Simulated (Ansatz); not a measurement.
# Ge: the cost of one run

Computed with Ansatz 0.2.0 (DFT PBE, scalar-relativistic, plane waves, PAW, unless a step's input says otherwise).

1 further run of the same task is left out (it didn't finish).

### Step 1. The system as given

The structure is orthorhombic, space group Cmcm (No. 63). Conventional cell: a = 5.679 Å, b = 12.261 Å, c = 3.959 Å, α = 90.00°, β = 90.00°, γ = 90.00°. Ge (site symmetry m) is surrounded by 4 Ge at 2.35 to 2.43 Å. Around Ge (site symmetry m2m) lie 4 Ge at 2.39 to 2.42 Å.

As a file:

```
CELL_PARAMETERS angstrom
2.83971 -6.13054 0.00000
2.83971 6.13054 0.00000
0.00000 0.00000 3.95885
ATOMIC_POSITIONS crystal
Ge 0.01037 0.40269 0.25000
Ge 0.40269 0.01037 0.75000
Ge 0.59731 0.98963 0.25000
Ge 0.98963 0.59731 0.75000
Ge 0.44309 0.55691 0.25000
Ge 0.55691 0.44309 0.75000
```

A structure generator made this guess: 4-connected net of one element (Cmcm, No. 63). Its size is a rough estimate.

### Step 2. A first look at the guess

The input, input.yaml:

```yaml
crystal:
  lattice:
    - [2.83971154, -6.13054065, 0.0]
    - [2.83971154, 6.13054065, 0.0]
    - [0.0, 0.0, 3.95884654]
  atoms:
    - { symbol: Ge, position: [0.01037423, 0.40268801, 0.25] }
    - { symbol: Ge, position: [0.40268801, 0.01037423, 0.75] }
    - { symbol: Ge, position: [0.59731199, 0.98962577, 0.25] }
    - { symbol: Ge, position: [0.98962577, 0.59731199, 0.75] }
    - { symbol: Ge, position: [0.44309388, 0.55690612, 0.25] }
    - { symbol: Ge, position: [0.55690612, 0.44309388, 0.75] }
basis:
  ecutwfc: 420
kpoints:
  mp_grid: { grid: [4, 4, 4] }
hamiltonian:
  xc: pbe
scf:
  occupations: { method: gaussian, width: 0.1 }
  lower_state_search: "off"
output:
  forces: true
  stress: true
  eigenvalues: true
```

Launch:

```sh
ansatz run input.yaml --threads 1 --pin off --max-ram 2560MiB --backend cpu --events-out ev --progress --plain --runs-dir out
```

What time and memory should one allow on 1 thread of Arm Neoverse V1, shared host?

About 8.6 s, with a peak of 0.42 GiB.
